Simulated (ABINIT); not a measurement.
Set up this calculation in ABINIT 10.8.3 (patched build), as the native input.

```
Task                : band structure
Functional          : BLYP
Potentials or basis : PseudoDojo NC SR PBE v0.4.1 standard
Cutoff              : 1116 eV
k mesh              : 10 × 10 × 5
Occupations         : fermi-dirac, width 0.05 eV
Spin                : no spin polarisation
```

Crystal: SiC (Moissanite).

```
Si C
1.0
     3.07600    0.00000    0.00000
    -1.53800    2.66389    0.00000
     0.00000    0.00000    5.04800
Si C
2 2
Cartesian
  1.5380 0.8880 2.5240
  0.0000 1.7759 0.0000
  1.5380 0.8880 4.4675
  0.0000 1.7759 1.9435
```

These files were run (other wordings do the same):

run.abi

```
# Datasets: ground state, then fixed potential
ndtset 2

# Pseudopotentials
pp_dirpath "./"
pseudos "Si.upf, C.upf"

# Structure
acell 3.076 3.076 5.048 Angstrom
rprim
     1.0000000000     0.0000000000     0.0000000000
    -0.5000000000     0.8660254038     0.0000000000
     0.0000000000     0.0000000000     1.0000000000
ntypat 2
znucl 14 6
natom 4
typat 1 1 2 2
xred
     0.6666666667     0.3333333333     0.5000000000
     0.3333333333     0.6666666667     0.0000000000
     0.6666666667     0.3333333333     0.8850000000
     0.3333333333     0.6666666667     0.3850000000

# Plane-wave basis
ecut 41.0

# Exchange and correlation
ixc -106131

# Bands and occupations
occopt 3
tsmear 0.00183747

# SCF cycle
nstep 100

# Output
iomode 3
prtwf 0
prteig 0
prtebands 0
prtden1 1

# Dataset 1
kptopt1 1
ngkpt1 10 10 5
nshiftk1 1
shiftk1 0.0 0.0 0.0
nband1 12
tolvrs1 1.0e-10

# Dataset 2: bands along G-M-K-G-A-L-H-A
iscf2 -2
getden2 1
nband2 16
nbdbuf2 2
tolwfr2 1.0e-12
kptopt2 -7
ndivsm2 6
prteig2 1
kptbounds2
     0.0000000000     0.0000000000     0.0000000000
     0.5000000000     0.0000000000     0.0000000000
     0.3333333333     0.3333333333     0.0000000000
     0.0000000000     0.0000000000     0.0000000000
     0.0000000000     0.0000000000     0.5000000000
     0.5000000000     0.0000000000     0.5000000000
     0.3333333333     0.3333333333     0.5000000000
     0.0000000000     0.0000000000     0.5000000000
```

Potentials or basis: PseudoDojo NC SR PBE v0.4.1 standard.

The run is started by

```sh
$ abinit run.abi > log 2>&1
```

It gave:

```json
{
  "Pressure": "10.2 GPa",
  "Largest force": "0.766 eV/Å",
  "Band gap on the k mesh": "2.82 eV, indirect (least direct gap 4.35 eV)",
  "Band gap along the path": "2.67 eV, indirect (least direct gap 4.35 eV)",
  "Valence electrons inside the program's atomic spheres": "Si 1.95; C 4.30"
}
```

Caveat: the potentials were made for another functional, which shifts forces and pressure; the mesh misses the band edges, which the band path finds closer together.

It took 2.2 min on 1 thread of Arm Neoverse V1, on a shared host, peak memory 0.13 GiB.
